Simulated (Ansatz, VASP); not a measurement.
Two plane-wave programs on Ge

INCAR

```
SYSTEM = Ge
PREC     = Accurate       ! precision mode
ENCUT    = 520            ! plane-wave cutoff, eV
EDIFF    = 1E-6           ! SCF threshold, eV
ISMEAR   = 0              ! smearing method
SIGMA    = 0.1            ! smearing width, eV
LREAL    = .FALSE.        ! projectors in reciprocal space
LASPH    = .TRUE.         ! aspherical terms in the spheres
NELM     = 100            ! most SCF steps
ALGO     = Normal         ! electronic algorithm
ISIF     = 2              ! what is computed and relaxed
LWAVE    = .FALSE.        ! write WAVECAR
LCHARG   = .TRUE.         ! write CHGCAR
GGA      = RP             ! functional
LELF     = .TRUE.         ! ELF
LVHAR    = .TRUE.       
NBANDS   = 13             ! bands
```

KPOINTS

```
Automatic mesh
0
G
  10 10 10
  0 0 0
```

POSCAR

```
Ge
1.0
    0.0000000000      2.0983605250      2.0983605250
    2.0983605250      0.0000000000      2.0983605250
    2.0983605250      2.0983605250      0.0000000000
Ge
1
Direct
   -0.0168846748      0.0492260675      0.0153110777
```

Input for Ansatz:

```yaml
crystal:
  lattice:
    - [0.0, 2.098360525, 2.098360525]
    - [2.098360525, 0.0, 2.098360525]
    - [2.098360525, 2.098360525, 0.0]
  atoms:
    - { symbol: Ge, position: [-0.0168846748, 0.0492260675, 0.0153110777] }
basis:
  ecutwfc: 420
kpoints:
  mp_grid: { grid: [10, 10, 10] }
hamiltonian:
  xc: rpbe
scf:
  occupations: { method: gaussian, width: 0.1 }
output:
  forces: true
  stress: true
  eigenvalues: true
```

Alike in both runs: task single point; functional RPBE; k mesh 10 × 10 × 10; occupations gaussian, width 0.1 eV; no spin polarisation.

|  | VASP | Ansatz |
| --- | --- | --- |
| version | VASP 6.6.1 | Ansatz 0.2.0 |
| potentials or method | VASP PAW PBE potentials, release 64 (Ge_d) | scalar-relativistic, plane waves, PAW |
| plane-wave cutoff (eV) | 520 | 420 |
| valence electrons in the cell | 14 | 14 |

|  | VASP | Ansatz | Ansatz less VASP |
| --- | --- | --- | --- |
| gap on the k mesh at the Fermi level (eV) | none | none | - |
| pressure (GPa) | 5.4 | 5.5 | +0.08 |

A gap of «none» marks a metal or a gap that the smearing closes. With one functional, cell and mesh, what is left measures potentials, basis and numerics.

Caveats: the PAW data sets were made with another functional, which shifts forces and pressure a little (VASP).
